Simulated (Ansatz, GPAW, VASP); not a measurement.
**BN: programs and potentials compared**

```
N B
1.0
     0.00000    1.81300    1.81300
     1.81300    0.00000    1.81300
     1.81300    1.81300    0.00000
N B
1 1
Cartesian
  0.9065 0.9065 0.9065
  0.0000 0.0000 0.0000
```

The cell is a database's computed one, not the measured one.

Alike in all runs: task single point; functional PBE; k mesh 13 × 13 × 13; occupations gaussian, width 0.011 eV; no spin polarisation; no spin-orbit coupling. Pressure is positive in compression and, in plane waves, holds the error of the finite cutoff, which Ansatz's Pulay term estimates and takes out.

| program and potentials | plane-wave cutoff (eV) | notes | pressure (GPa) |
| --- | --- | --- | --- |
| Ansatz, Ansatz PAW | 420 | Pulay term of +1.05 GPa included | -0.40 |
| Ansatz, all-electron LAPW, scalar-relativistic | - | - | -0.41 |
| GPAW, GPAW PAW data sets (gpaw-data 1.2.1) | 800 | - | -1.60 |
| VASP, PBE PAW files B, N, 520 eV | 520 | - | -0.17 |

The pressure spans -1.60 (GPAW, GPAW PAW data sets (gpaw-data 1.2.1)) to -0.17 GPa (VASP, PBE PAW files B, N, 520 eV), with all-electron results at -0.41.

Differences between rows come from potentials, basis sets and numerical settings, since the functional is the same but for its coding. Runs on potential files found faulty are left out.
